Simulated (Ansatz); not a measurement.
TiO2, DFT, PBE, all-electron LAPW, scalar-relativistic (Ansatz 0.2.0), run on 2 threads of Intel(R) Xeon(R) Platinum 8488C (Sapphire Rapids) on a shared host.

The cell comes from COD entry 9009086, which wasn't checked; take it as a given geometry. The listed cell was then made from it by scaling, straining or moving an atom.

Command: `ansatz run input.yaml --threads 2 --pin off --max-ram 6144MiB --backend cpu --events-out ev --progress --plain --runs-dir out`

```yaml
crystal:
  lattice:
    - [-1.958995, 1.863855, 4.757]
    - [1.863855, -1.958995, 4.757]
    - [1.921145, 1.921145, -4.79485]
  atoms:
    - { symbol: Ti, position: [0.0, 0.0, 0.0] }
    - { symbol: Ti, position: [0.75, 0.25, 0.5] }
    - { symbol: O, position: [0.2066, 0.2066, 0.0] }
    - { symbol: O, position: [0.9566, 0.4566, 0.5] }
    - { symbol: O, position: [0.5434, 0.0434, 0.5] }
    - { symbol: O, position: [0.7934, 0.7934, 0.0] }
kpoints:
  mp_grid: { grid: [13, 13, 13] }
  band_path:
    path:
      - [0.0, 0.0, 0.0]
      - [-0.5, -0.5, 0.5]
      - [-0.9295842692, -0.0704157308, 0.5]
      - [-0.0704157308, 0.0704157308, -0.5]
      - [0.0, 0.0, -0.5]
      - [0.0, 0.0, 0.0]
      - [-0.5, 0.5, 0.0]
      - [-0.5, 0.0, 0.0]
      - [0.0, 0.0, 0.0]
    npoints: 5
scf:
  occupations: { method: fermi_dirac, width: 0.08 }
hamiltonian:
  xc: pbe
  pseudopotentials: { kind: all_electron, lapw: { basis_error: 0.001 } }
output:
  forces: true
  stress: true
  eigenvalues: true
```

(1) How large is the problem that the program sets up?

(2) Estimate the wall time and the peak memory.

## Answers

(1) 595 irreducible k-points, 1305 plane waves at Γ, 44 bands.

(2) 5.2 min of wall time for 12 SCF iterations, with a peak of 4.9 GiB. Times on shared machines scatter by tens of per cent.
